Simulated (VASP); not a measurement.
# SiC (Moissanite 3C) (F-43m) in VASP: further runs

The runs below take SiC (Moissanite 3C) through single point, with r2SCAN.

Program: VASP 6.6.1. These are calculated values, not measurements. Logs are shortened: lines on timing, memory, paths and dates and some standing lists are left out, and cuts for length are marked.

### 1 The structure

The structure is cubic, space group F-43m (No. 216). Conventional cell: a = 4.358 Å, b = 4.358 Å, c = 4.358 Å, α = 90.00°, β = 90.00°, γ = 90.00°. Around Si (site symmetry -43m) lie 4 C at 1.89 Å. C (site symmetry -43m) is surrounded by 4 Si at 1.89 Å.

### 2 Single point, r2SCAN

Contents of INCAR:

```
PREC     = Accurate       # precision mode
ENCUT    = 460            # plane-wave cutoff, eV
EDIFF    = 1E-4           # SCF threshold, eV
ISMEAR   = 0              # smearing method
SIGMA    = 0.05           # smearing width, eV
LREAL    = F              # projectors in reciprocal space
LASPH    = T              # aspherical terms in the spheres
NELM     = 100            # most SCF steps
ALGO     = Normal         # electronic algorithm
ISIF     = 2              # what is computed and relaxed
LWAVE    = F              # write WAVECAR
LCHARG   = F              # write CHGCAR
METAGGA  = R2SCAN         # meta-GGA
LMIXTAU  = T            
ADDGRID  = F
```

Contents of KPOINTS:

```
regular mesh
0
Gamma
  6 6 6
```

Contents of POSCAR:

```
SiC
1.0
    0.0000000000      2.1790000000      2.1790000000
    2.1790000000      0.0000000000      2.1790000000
    2.1790000000      2.1790000000      0.0000000000
Si C
1 1
Direct
    0.0000000000      0.0000000000      0.0000000000
    0.7500000000      0.7500000000      0.7500000000
```

Potentials or basis: VASP PAW PBE potentials, release 64 (Si, C).

Started as:

```sh
cat potpaw_PBE.64/Si/POTCAR potpaw_PBE.64/C/POTCAR > POTCAR
mpirun -np 1 vasp_std > vasp.out
```

OUTCAR:

```text
PREC = Accurate
   ENCUT = 460
   EDIFF = 1E-4
   ISMEAR = 0
   LREAL = F
   LASPH = T
   NELM = 100
   ISIF = 2
   METAGGA = R2SCAN

 Found     16 irreducible k-points:

 Following reciprocal coordinates:
            Coordinates               Weight
  0.000000  0.000000  0.000000      1.000000
  0.166667  0.000000  0.000000      8.000000
  0.333333  0.000000  0.000000      8.000000
  0.500000  0.000000  0.000000      4.000000
  0.166667  0.166667  0.000000      6.000000
  0.333333  0.166667  0.000000     24.000000
   k-points           NKPTS =     16   k-points in BZ     NKDIM =     16   number of bands    NBANDS=      8
   number of dos      NEDOS =    301   number of ions     NIONS =      2
   total plane-waves  NPLWV =  13824
   dimension x,y,z NGX =    24 NGY =   24 NGZ =   24
   dimension x,y,z NGXF=    48 NGYF=   48 NGZF=   48
   ions per type =               1   1
   NGX,Y,Z   is equivalent  to a cutoff of  12.95, 12.95, 12.95 a.u.
   NGXF,Y,Z  is equivalent  to a cutoff of  25.90, 25.90, 25.90 a.u.
 SYSTEM =  unknown system
   PREC   = accura    normal or accurate (medium, high low for compatibility)
   ISTART =      0    job   : 0-new  1-cont  2-samecut
   ICHARG =      2    charge: 1-file 2-atom 10-const
   ISPIN  =      1    spin polarized calculation?
   LNONCOLLINEAR =      F non collinear calculations
   LSORBIT =      F    spin-orbit coupling
   LASPH  =      T    aspherical Exc in radial PAW
   ENCUT  =  460.0 eV  33.81 Ry    5.81 a.u.   5.39  5.39  5.39*2*pi/ulx,y,z
   NELM   =    100;   NELMIN=  2; NELMDL= -5     # of ELM steps
   EDIFF  = 0.1E-03   stopping-criterion for ELM
   LREAL  =      F    real-space projection
   EDIFFG = 0.1E-02   stopping-criterion for IOM
   NSW    =      0    number of steps for IOM
   IBRION =     -1    ionic relax: 0-MD 1-quasi-New 2-CG
   NFREE  =      0    steps in history (QN), initial steepest desc. (CG)
   ISIF   =      2    stress and relaxation
   ISYM   =      2    0-nonsym 1-usesym 2-fastsym
   POTIM  = 0.5000    time-step for ionic-motion
   TEBEG  =    0.0;   TEEND  =   0.0 temperature during run
   PSTRESS=    0.0 pullay stress
   NELECT =       8.0000    total number of electrons
   NUPDOWN=      -1.0000    fix difference up-down
   EMIN   =  10.00;   EMAX   =-10.00  energy-range for DOS
   EFERMI =   0.00;   METHOD = LEGACY
   ISMEAR =     0;   SIGMA  =   0.05  broadening in eV -4-tet -1-fermi 0-gaus
   EFERMI_NEDOS =   21; number of points for ismear=-14 and -15
   IALGO  =     38    algorithm
   IMIX   =      4    mixing-type and parameters
     AMIX     =   0.40;   BMIX     =  1.00
     AMIX_MAG =   1.60;   BMIX_MAG =  1.00
  volume/ion in A,a.u.               =      10.35        69.82
  Fermi-wavevector in a.u.,A,eV,Ry     =   1.192626  2.253736 19.352338  1.422357
  Thomas-Fermi vector in A             =   2.328660
   LORBIT       =      0    0 simple, 1 ext, 2 COOP (PROOUT), +10 PAW based schemes
   METAGGA = R2SCAN    functional components
   LHFCALC =     F    Hartree Fock is set to
   AEXX    =    0.0000 exact exchange contribution
   IVDW    =     0    specifies the selected vdW correction
   LEPSILON=     F    determine dielectric tensor
   LRPA    =     F    only Hartree local field effects (RPA)
 non-spin polarized calculation
 Gauss-broadening in eV      SIGMA  =   0.05
  energy-cutoff  :      460.00
  volume of cell :       20.69
 maximum number of plane-waves:       475
 NGX is ok and might be reduce to    24
   NGX = 11   NGY = 11   NGZ = 11

 number of electron       8.0000001 magnetization

 Free energy of the ion-electron system (eV)
  ---------------------------------------------------
  ext. energy  EPLUGINS =         0.00000000
  ---------------------------------------------------
  free energy    TOTEN  =       -19.31969283 eV

  energy without entropy =      -19.31969283  energy(sigma->0) =      -19.31969283

 E-fermi :   8.2740     XC(G=0): -11.9317

 val. band max:        7.9885828089   @ k =   0.0000   0.0000   0.0000
 cond. band min:       9.7100649650   @ k =   0.5000   0.5000   0.0000
 fundamental gap:      1.7214821561
 Fermi energy:         8.2739775864

 k-point     1 :       0.0000    0.0000    0.0000
  band No.  band energies     occupation
      1      -8.1931      2.00000
      2       7.9885      2.00000
      3       7.9886      2.00000
      4       7.9886      2.00000
      5      14.8219      0.00000
      6      15.8325      0.00000
      7      15.8325      0.00000
      8      15.8325      0.00000

 k-point     2 :       0.1667    0.0000    0.0000
  band No.  band energies     occupation
      1      -7.6348      2.00000
      2       5.5188      2.00000
      3       7.6426      2.00000
      4       7.6426      2.00000
      5      14.9044      0.00000
      6      16.3837      0.00000
      7      16.3838      0.00000
      8      17.0518      0.00000

 k-point     3 :       0.3333    0.0000    0.0000
  band No.  band energies     occupation
      1      -6.0648      2.00000
      2       1.5646      2.00000
      3       7.1012      2.00000
      4       7.1012      2.00000
      5      14.2357      0.00000
      6      16.1788      0.00000
      7      16.1789      0.00000
      8      18.7878      0.00000

 k-point     4 :       0.5000    0.0000    0.0000
  band No.  band energies     occupation
      1      -4.5679      2.00000
      2      -0.8326      2.00000
      3       6.8807      2.00000
      4       6.8807      2.00000
      5      13.9774      0.00000
      6      15.7346      0.00000
      7      15.7347      0.00000
      8      18.9419      0.00000

 k-point     5 :       0.1667    0.1667    0.0000
  band No.  band energies     occupation
      1      -7.4481      2.00000
      2       6.1092      2.00000
      3       6.8317      2.00000
      4       6.8318      2.00000
      5      14.0575      0.00000
      6      15.9637      0.00000
      7      17.6853      0.00000
      8      17.6853      0.00000

 k-point     6 :       0.3333    0.1667    0.0000
  band No.  band energies     occupation
      1      -6.2035      2.00000
      2       3.0033      2.00000
      3       6.1205      2.00000
      4       6.1662      2.00000
      5      13.4107      0.00000
      6      16.1968      0.00000
      7      17.6472      0.00000
      8      18.3307      0.00000

 [... further k-points ...]

------------------------ aborting loop because EDIFF is reached ----------------------------------------

  FORCE on cell =-STRESS in cart. coord.  units (eV):
  Direction    XX          YY          ZZ          XY          YZ          ZX
  --------------------------------------------------------------------------------------
  -------------------------------------------------------------------------------------
  Total       -0.0563810     -0.0563810     -0.0563810      0.0000000      0.0000000      0.0000000
  in kB       -4.3655741     -4.3655741     -4.3655741      0.0000000      0.0000000      0.0000000
  external PRESSURE =      -4.3655741 kB  Pullay stress =       0.0000000 kB

 VOLUME and BASIS-vectors are now :
 -----------------------------------------------------------------------------
  energy-cutoff  :      460.00
  volume of cell :       20.69
      direct lattice vectors                 reciprocal lattice vectors
     0.000000000  2.179000000  2.179000000    -0.229463056  0.229463056  0.229463056
     2.179000000  0.000000000  2.179000000     0.229463056 -0.229463056  0.229463056
     2.179000000  2.179000000  0.000000000     0.229463056  0.229463056 -0.229463056

 POSITION                                       TOTAL-FORCE (eV/Angst)
 -----------------------------------------------------------------------------------
      0.00000      0.00000      0.00000         0.000000      0.000000     -0.000000
      3.26850      3.26850      3.26850        -0.000000     -0.000000      0.000000
 -----------------------------------------------------------------------------------
    total drift:                                0.000001      0.000001      0.000001

  FREE ENERGIE OF THE ION-ELECTRON SYSTEM (eV)
  ---------------------------------------------------
  free  energy   TOTEN  =       -19.3196928340 eV

  energy  without entropy=      -19.3196928340  energy(sigma->0) =      -19.31969283
```

Wall time 6.6 s (1 thread of Intel Xeon 6975P-C (Granite Rapids), shared host); peak memory 0.13 GiB.

The run converged, but some of its settings lie outside the range that counts as converged, so its numbers aren't taken as properties of the crystal.

What came out:

```yaml
Free_energy: -19.3197 eV
Pressure: -0.4 GPa
Band_gap_on_the_k_mesh: 1.72 eV, indirect (least direct gap 5.06 eV)
```

Caveat: the cutoff is under 1.25 times the usual one of these potentials, so pressure, stress and relaxed cells hold a basis-set (Pulay) error; the PAW data sets were made with another functional, which shifts forces and pressure a little.

### 3 Single point, r2SCAN

INCAR, as its differences from that of step 2:

```diff
@@ -2,3 +2,3 @@
 ENCUT    = 460            # plane-wave cutoff, eV
-EDIFF    = 1E-4           # SCF threshold, eV
+EDIFF    = 1E-5           # SCF threshold, eV
 ISMEAR   = 0              # smearing method
```

KPOINTS is that of step 2.

POSCAR is that of step 2.

Potentials or basis: VASP PAW PBE potentials, release 64 (Si, C).

Started as:

```sh
cat potpaw_PBE.64/Si/POTCAR potpaw_PBE.64/C/POTCAR > POTCAR
mpirun -np 1 vasp_std > vasp.out
```

Run time: 7.4 s. Hardware: 1 thread of Intel Xeon 6975P-C (Granite Rapids), shared host; peak memory 0.13 GiB.

These settings aren't checked as converged: the numbers below hold their error.

Results:

```
Free energy            : -19.3197 eV
Pressure               : -0.5 GPa
Band gap on the k mesh : 1.72 eV, indirect (least direct gap 5.06 eV)
```

Caveat: the cutoff is under 1.25 times the usual one of these potentials, so pressure, stress and relaxed cells hold a basis-set (Pulay) error; the PAW data sets were made with another functional, which shifts forces and pressure a little.

### 4 The reference run

An earlier run on the cell as given: functional PBE; potentials or basis VASP PAW PBE potentials, release 64 (Si, C); cutoff 520 eV; k mesh 10 × 10 × 10; occupations fermi-dirac, width 0.05 eV; no spin polarisation.

- Pressure: 3.2 GPa
- Band gap on the k mesh: 1.36 eV, indirect (least direct gap 4.54 eV)
